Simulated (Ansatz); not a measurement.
## CsH: the gap against volume

CsH, Fm-3m, a = 6.376 Å. Ansatz: r2SCAN, PAW, 500 eV, Γ-centred 6×6×6 mesh on 2 atoms, Gaussian smearing 0.02 eV; no spin polarisation. Symmetry fixes shape and atoms, so the cell is only scaled; x = ln(V/V0) with V0 = 32.401 Å³/atom. The gap is read at the mesh points alone.

```
      x gap y (eV)
-0.1278       2.512
-0.0943       2.561
-0.0619       2.606
-0.0305       2.646
 0.0000       2.681
 0.0296       2.711
 0.0583           ?
 0.0953       2.769
```

Problem. Fit a straight line to the other rows, give the volume deformation potential of the gap and its pressure coefficient, and predict the missing gap. B0 = 9.7 GPa.

Solution. Means x = -0.02709, y = 2.6409; Σ(Δx)² = 0.03481, ΣΔxΔy = 0.04029; the slope is their ratio. y = 2.6722 + 1.1574 x. The slope is the deformation potential a = dE_g/d ln V = 1.16 eV, and dE_g/dP = −a/B0 = -119 meV/GPa. With a term in x² added, the coefficient of x becomes 1.095, 5 % less, which shows how far this figure hangs on the form. At x = 0.0583 the fit asked for gives 2.740 eV. The run gave 2.738 eV, so the fit is 0.002 eV too high, within the rms miss on the fitted rows (0.009 eV): the form describes this series only roughly.

Spin-orbit coupling is left out, which matters for the bands of heavy elements. Semilocal functionals give gaps under the measured ones; changes of the gap mostly carry over better.